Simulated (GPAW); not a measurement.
# ZnS (Wurtzite-2H) (P6_3mc) in GPAW: convergence with response cutoff (eV)

Aim: find how far response cutoff (eV) must go before the results for ZnS (Wurtzite-2H) settle, at LDA. This setting moves, with any that are tied to it; all else stays.

All numbers are computed with GPAW 26.7.0; they aren't measurements. Logs are shortened: lines on timing, memory, paths and dates and some standing lists are left out, and cuts for length are marked. The log counts tension as positive stress, the text compression.

## (1) The structure

It takes space group P6_3mc (No. 186, hexagonal). The conventional cell has a = 3.811 Å, b = 3.811 Å, c = 6.234 Å, α = 90.00°, β = 90.00°, γ = 120.00°. Zn (site symmetry 3m) has 4 S at 2.31 to 2.40 Å as nearest neighbours. S (site symmetry 3m) is surrounded by 4 Zn at 2.31 to 2.40 Å.

## (2) With response cutoff (eV) 10

Contents of run.py:

```python
import numpy as np
from ase.dft.bandgap import bandgap
from ase.io import read, write
from gpaw import GPAW, PW
from gpaw.response.df import DielectricFunction

atoms = read('ZnS.cif')

calc = GPAW(mode=PW(400),
            xc='LDA',
            kpts={'size': (7, 7, 4), 'gamma': True},
            occupations={'name': 'fermi-dirac', 'width': 0.001},
            nbands=31,
            convergence={'density': 1e-06},
            maxiter=150,
            txt='gpaw.txt')
atoms.calc = calc
energy = atoms.get_potential_energy()
calc.write('gs.gpw')
write('result.traj', atoms)
print(f'Energy: {energy:.6f} eV')
print('Fermi level:', round(calc.get_fermi_level(), 4), 'eV')
print(f'Gap: {bandgap(calc)[0]:.4f} eV, direct: {bandgap(calc, direct=True)[0]:.4f} eV')

for size in [(11, 11, 6)]:
    name = 'x'.join(str(n) for n in size)
    dense = calc.fixed_density(kpts={'size': size, 'gamma': True},
                               nbands=72, convergence={'bands': 66, 'eigenstates': 1e-7},
                               update_fermi_level=True, txt=f'dense-{name}.txt')
    dense.write(f'{name}.gpw', mode='all')
    df = DielectricFunction(f'{name}.gpw', frequencies=np.array([0.0]), hilbert=False, eta=0.001,
                            ecut=10, nbands=66, intraband=False, txt=f'df-{name}.txt')
    for xc in ['RPA']:
        for direction in ['x', 'y', 'z', [0, 1, 1], [1, 0, 1], [1, 1, 0]]:
            e0, e = df.get_macroscopic_dielectric_constant(xc=xc, direction=direction)
            print(f'{name} {xc} {direction}: {e0:.4f} without, {e:.4f} with local fields')
```

Contents of ZnS.cif:

```cif
data_ZnS
_cell_length_a 3.81100000
_cell_length_b 3.81100000
_cell_length_c 6.23400000
_cell_angle_alpha 90.00000000
_cell_angle_beta 90.00000000
_cell_angle_gamma 120.00000000
_space_group_name_H-M_alt 'P1'
_space_group_name_Hall 'P 1'
_space_group_IT_number 1
loop_
_space_group_symop_operation_xyz
'x,y,z'
loop_
_atom_site_label
_atom_site_type_symbol
_atom_site_symmetry_multiplicity
_atom_site_Wyckoff_symbol
_atom_site_fract_x
_atom_site_fract_y
_atom_site_fract_z
_atom_site_occupancy
Zn1 Zn 1 a 0.6666666667 0.3333333333 0.5000000000 1
Zn2 Zn 1 a 0.3333333333 0.6666666667 0.0000000000 1
S1 S 1 a 0.6666666667 0.3333333333 0.8850000000 1
S2 S 1 a 0.3333333333 0.6666666667 0.3850000000 1
```

Potentials or basis: the program's PAW data sets (release 1.2.1) made for this functional, pw.

Launch:

```bash
> OMP_NUM_THREADS=1 python run.py
```

It took 13 min on 1 thread of Arm Neoverse V1, shared host; peak memory 0.47 GiB.

What came out:

| Property | Result |
| --- | --- |
| Free energy | -16.4278 eV |
| Band gap on the k mesh | 1.99 eV, direct |
| Electronic dielectric tensor (diagonal) | 6.57, 6.57, 6.64 |

## (3) With response cutoff (eV) 20

run.py: that of step 2 with these lines changed.

```diff
@@ -31,3 +31,3 @@
     df = DielectricFunction(f'{name}.gpw', frequencies=np.array([0.0]), hilbert=False, eta=0.001,
-                            ecut=10, nbands=66, intraband=False, txt=f'df-{name}.txt')
+                            ecut=20, nbands=66, intraband=False, txt=f'df-{name}.txt')
     for xc in ['RPA']:
```

ZnS.cif is that of step 2.

Potentials or basis: the program's PAW data sets (release 1.2.1) made for this functional, pw.

Launch:

```bash
> OMP_NUM_THREADS=1 python run.py
```

Run time: 13 min. Hardware: 1 thread of Arm Neoverse V1, shared host; peak memory 0.47 GiB.

What came out:

* Free energy: -16.4278 eV
* Band gap on the k mesh: 1.99 eV, direct
* Electronic dielectric tensor (diagonal): 5.94, 5.94, 6.02

## (4) With response cutoff (eV) 30

run.py: that of step 3 with these lines changed.

```diff
@@ -31,3 +31,3 @@
     df = DielectricFunction(f'{name}.gpw', frequencies=np.array([0.0]), hilbert=False, eta=0.001,
-                            ecut=20, nbands=66, intraband=False, txt=f'df-{name}.txt')
+                            ecut=30, nbands=66, intraband=False, txt=f'df-{name}.txt')
     for xc in ['RPA']:
```

ZnS.cif is that of step 3.

Launch:

```bash
> OMP_NUM_THREADS=1 python run.py
```

It took 13 min on 1 thread of Arm Neoverse V1, shared host; peak memory 0.48 GiB.

It converged, with:

| Item | Value |
| --- | --- |
| Free energy | -16.4278 eV |
| Band gap on the k mesh | 1.99 eV, direct |
| Electronic dielectric tensor (diagonal) | 5.94, 5.94, 6.02 |

## (5) With response cutoff (eV) 50

run.py: that of step 4 with these lines changed.

```diff
@@ -31,3 +31,3 @@
     df = DielectricFunction(f'{name}.gpw', frequencies=np.array([0.0]), hilbert=False, eta=0.001,
-                            ecut=30, nbands=66, intraband=False, txt=f'df-{name}.txt')
+                            ecut=50, nbands=66, intraband=False, txt=f'df-{name}.txt')
     for xc in ['RPA']:
```

ZnS.cif is that of step 4.

Launch:

```bash
> OMP_NUM_THREADS=1 python run.py
```

It took 13 min on 1 thread of Arm Neoverse V1, shared host; peak memory 0.48 GiB.

Results (log left out):

| Quantity | Value |
| --- | --- |
| Free energy | -16.4278 eV |
| Band gap on the k mesh | 1.99 eV, direct |
| Electronic dielectric tensor (diagonal) | 5.91, 5.91, 5.97 |

## (6) With response cutoff (eV) 80

run.py: that of step 5 with these lines changed.

```diff
@@ -31,3 +31,3 @@
     df = DielectricFunction(f'{name}.gpw', frequencies=np.array([0.0]), hilbert=False, eta=0.001,
-                            ecut=50, nbands=66, intraband=False, txt=f'df-{name}.txt')
+                            ecut=80, nbands=66, intraband=False, txt=f'df-{name}.txt')
     for xc in ['RPA']:
```

ZnS.cif is that of step 5.

Potentials or basis: the program's PAW data sets (release 1.2.1) made for this functional, pw.

Launch:

```bash
> OMP_NUM_THREADS=1 python run.py
```

gpaw.txt:

```text
__  _  _
 | _ |_)|_||  |
 |__||  | ||/\| - 26.7.0

Input parameters:
  mode=PW(ecut=400.0),
  convergence={'density': 1e-06},
  kpts=MonkhorstPack(size=(7, 7, 4), gamma=True),
  maxiter=150,
  nbands=31,
  occupations=Occupations(name='fermi-dirac', width=0.001),
  xc=XC(name='LDA')

Diagonalizing LCAO Hamiltonian
Converting LCAO to pw mode

            S

            Zn
        S

        Zn

Atoms  # Å, Bohr magnetons
|   | symbol |         x |        y |        z |    initial magnetic moments |
|---|--------|-----------|----------|----------|-----------------------------|
| 0 |     Zn |  1.905500 | 1.100141 | 3.117000 | ( 0.0000,  0.0000,  0.0000) |
| 1 |     Zn | -0.000000 | 2.200282 | 0.000000 | ( 0.0000,  0.0000,  0.0000) |
| 2 |      S |  1.905500 | 1.100141 | 5.517090 | ( 0.0000,  0.0000,  0.0000) |
| 3 |      S | -0.000000 | 2.200282 | 2.400090 | ( 0.0000,  0.0000,  0.0000) |

Unit cell  # Å
| periodic |         x |        y |        z |  lengths |     angles |
|----------|-----------|----------|----------|----------|------------|
|      yes |  3.811000 | 0.000000 | 0.000000 | 3.811000 |  90.000000 |
|      yes | -1.905500 | 3.300423 | 0.000000 | 3.811000 |  90.000000 |
|      yes |  0.000000 | 0.000000 | 6.234000 | 6.234000 | 120.000000 |

Number of symmetries: 6
Symmetry operations  # r_c * U_cc + t_c -> r_c
|   | kind |            matrix            |
|---|------|------------------------------|
| 0 |  σ   |  1, 1, 0,  0,-1, 0,  0, 0, 1 |
| 1 |  E   |  1, 0, 0,  0, 1, 0,  0, 0, 1 |
| 2 |  C3  |  0, 1, 0, -1,-1, 0,  0, 0, 1 |
| 3 |  σ   |  0,-1, 0, -1, 0, 0,  0, 0, 1 |
| 4 |  σ   | -1, 0, 0,  1, 1, 0,  0, 0, 1 |
| 5 |  C3  | -1,-1, 0,  1, 0, 0,  0, 0, 1 |

BZ-sampling:
  Number of BZ points: 196
  Number of IBZ points: 28

  Monkhorst-Pack size: [7, 7, 4]
  Monkhorst-Pack shift: [0.0, 0.0, 0.125]

K-points  # in reciprocal-cell coordinates
|     |                                coordinates |     weight |
|-----|--------------------------------------------|------------|
|   0 | (  0.00000000,   0.00000000,   0.00000000) | 0.00510204 |
|   1 | (  0.00000000,   0.00000000,   0.25000000) | 0.01020408 |
|   2 | (  0.00000000,   0.00000000,   0.50000000) | 0.00510204 |
[... 83 lines left out ...]
Reference energy: -119224.971294  # eV

eigensolver:
  PPCG
  Converge bands: occupied
  niter=2

density mixing:
  MSR1-Mixer
  Pratt-step length: 0.05
  Maximum mixing coefficient: 0.75
  Old densities: 10
  SVD Regularization: 0.005
  Good broyden scale: 1.0
  Trust region scale: 1.0
  Backstep threshold: 4.0
  History deletion threshold: 6.0
  Fourier metric: weight=20.0, sigma=0.015

occupation numbers:
  Fermi-Dirac:
    width: 0.0010  # eV

poisson solver:
  ecut: 3200.0  # eV

xc functional:
  name: None

convergence criteria:
- Maximum integral of absolute [dens]ity change: 1e-06 electrons / valence electron
- Maximum [total energy] change in last 3 cyles: 0.0005 eV / valence electron
- Maximum integral of absolute [eigenst]ate change: 4e-08 eV^2 / valence electron
maximum number of iterations: 150

SCF iterations
|iter     | |      energy | eigst |  dens |
|---------|-|-------------|-------|-------|
|iter:   1| |  -17.148873 | +0.07 |       |
|iter:   2| |  -16.992003 | -1.54 | -1.20 |
|iter:   3| |  -16.437407 | -1.46 | -1.25 |
|iter:   4| |  -16.427656 | -2.71 | -1.81 |
|iter:   5| |  -16.427780c| -4.18 | -2.29 |
|iter:   6| |  -16.427767c| -5.01 | -3.29 |
|iter:   7| |  -16.427781c| -6.35 | -3.64 |
|iter:   8| |  -16.427783c| -7.17 | -4.09 |
|iter:   9| |  -16.427783c| -8.14c| -4.84 |
|iter:  10| |  -16.427783c| -9.13c| -5.44 |
|iter:  11| |  -16.427783c| -8.34c| -5.78 |
|iter:  12| |  -16.427783c| -9.81c| -6.60c|

Converged in 12 steps
Energy contributions relative to reference atoms: (reference = -119224.971294)

Energy contributions:
  Kinetic:          17.331458
  Coulomb:         -14.510878
  Zero:             -0.015760
  External:          0.000000
  Xc:              -19.232603
  Entropy:          -0.000000
  Spinorbit:         0.000000
  ----------------------------
  Free energy:     -16.427783
  Extrapolated:    -16.427783

dipole moment: (-0.000000, 0.000001, -7.488872)  # |e|*Ang

Fermi level: 4.271
Eigenvalues  # (at kpt = [0.000, 0.000, 0.000])
| band index |      eig [eV] | occ [0-2] |
|------------|---------------|-----------|
|          0 |        -9.639 |     2.000 |
|        ... |               |           |
|         10 |        -2.396 |     2.000 |
|         11 |        -2.229 |     2.000 |
|         12 |        -1.712 |     2.000 |
|         13 |         2.668 |     2.000 |
|         14 |         2.668 |     2.000 |
|         15 |         3.527 |     2.000 |
[... 8 lines left out ...]
|         24 |        10.995 |     0.000 |
|         25 |        12.581 |     0.000 |
|        ... |               |           |
|         30 |        15.684 |     0.000 |

Gap: 1.990 eV
Transition (v -> c):
  (s=0, k=0, n=17, [0.00, 0.00, 0.00]) -> (s=0, k=0, n=18, [0.00, 0.00, 0.00])
No difference between direct/indirect transitions
# Writing to gs.gpw (mode='')
```

df-11x11x6.txt:

```text
FrequencyGridDescriptor(from 0.000 to 0.000 eV, 1 points)
FrequencyGridDescriptor(from 0.000 to 0.000 eV, 1 points)

Calculating chi0 body with:
    Ground state adapter containing:
    Number of spins: 1
    Number of kpoints: 726
    Number of irreducible kpoints: 84
    Number of completely occupied states: 18
    Number of partially occupied states: 18

    Linear response parametrization:
    q_c: [0.0, 0.0, 0.0]
    Number of frequency points: 1
    Planewave cutoff: 80.0
    Number of bands: 66
    Number of planewaves: 135
    Broadening (eta): 0.001

Integrating chi0 body.

Symmetries of q_c:
    Direct symmetries (Uq -> q): 6
    Indirect symmetries (TUq -> q): 6
In total 12 allowed symmetries.

Integral kind: response function

Calculating chi0 optical extensions with:
    Ground state adapter containing:
    Number of spins: 1
    Number of kpoints: 726
    Number of irreducible kpoints: 84
    Number of completely occupied states: 18
    Number of partially occupied states: 18

    Linear response parametrization:
    Number of frequency points: 1
    Planewave cutoff: 80.0
    Number of bands: 66
    Number of planewaves: 135
    Broadening (eta): 0.001
Integrating chi0 head and wings.

Symmetries of q_c:
    Direct symmetries (Uq -> q): 6
    Indirect symmetries (TUq -> q): 6
In total 12 allowed symmetries.

Integral kind: response function wings

Finished calculating chi0
```

Run time: 13 min. Hardware: 1 thread of Arm Neoverse V1, shared host; peak memory 0.48 GiB.

What came out:

* Free energy: -16.4278 eV
* Band gap on the k mesh: 1.99 eV, direct
* Electronic dielectric tensor (diagonal): 5.85, 5.85, 5.93

## (7) With response cutoff (eV) 120

run.py: that of step 6 with these lines changed.

```diff
@@ -31,3 +31,3 @@
     df = DielectricFunction(f'{name}.gpw', frequencies=np.array([0.0]), hilbert=False, eta=0.001,
-                            ecut=80, nbands=66, intraband=False, txt=f'df-{name}.txt')
+                            ecut=120, nbands=66, intraband=False, txt=f'df-{name}.txt')
     for xc in ['RPA']:
```

ZnS.cif is that of step 6.

Launch:

```bash
> OMP_NUM_THREADS=1 python run.py
```

It took 5.2 min on 1 thread of Arm Neoverse V1, shared host.

The calculation hadn't finished when its time ran out.

## (8) The series at a glance

```tsv
response cutoff (eV)	dielectric constant	SCF cycles	CPU time (s)	peak memory (GiB)
10	6.595	12	760	0.47
20	5.966	12	760	0.47
30	5.964	12	760	0.48
50	5.925	12	760	0.48
80	5.875	12	760	0.48
120	timed out after 310 s	-	-	-
```

Not settled before the last step: the dielectric constant (to 0.05). The tightest run that finished is the yardstick and may itself not be fully converged.

Caveats: the long-wavelength limit can be off by several per cent where d states take part; an odd mesh through Γ misses points on the zone boundary, where band edges often lie.
